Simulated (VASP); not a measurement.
Write the native input for VASP 6.6.1 that does the following.

```yaml
Task: single point
Functional: PBEsol
Potentials_or_basis: VASP PAW PBE potentials, release 64 (Sn_d)
Cutoff: 520 eV
k_mesh: 6 × 6 × 2
Occupations: gaussian, width 0.1 eV
Spin: no spin polarisation
Dipole_correction: no
Further_INCAR_settings: ALGO = Fast; EDIFF = 1e-07; NBANDS = 36
```

The structure of Sn lies in POSCAR:

```
Sn
1.0
    3.4032004839      0.0000000000      0.0000000000
   -1.7016002420      2.9472580733      0.0000000000
    0.0000000000      0.0000000000     10.5692724439
Sn
4
Direct
    0.0000000000      0.0000000000      0.0000000000
    0.0000000000      0.0000000000      0.5000000000
    0.3333333333      0.6666666667      0.7500000000
    0.6666666667      0.3333333333      0.2500000000
```

The cell was built by a generator and needn't be a form met in nature.

One way to write it, as run:

INCAR

```
  PREC = Accurate
  ENCUT = 520
  EDIFF = 1E-7
  ISMEAR = 0
  SIGMA = 0.1
  LREAL = False
  LASPH = True
  NELM = 100
  ALGO = Fast
  ISIF = 2
  LWAVE = False
  LCHARG = False
  GGA = PS
  NBANDS = 36
```

KPOINTS

```
regular mesh
0
Gamma
  6 6 2
```

Potentials or basis: VASP PAW PBE potentials, release 64 (Sn_d).

Run with:

```console
$ cat potpaw_PBE.64/Sn_d/POTCAR > POTCAR
$ mpirun -np 1 vasp_std > vasp.out
```

It gave:

| Quantity | Value |
| --- | --- |
| Pressure | -0.4 GPa |
| Band gap on the k mesh | none (metal or under the smearing width) |

Caveat: the PAW data sets were made with another functional, which shifts forces and pressure a little.

It took 72 s on 1 thread of Intel(R) Xeon(R) Platinum 8559C (Emerald Rapids), with other jobs on the host, peak memory 0.24 GiB.
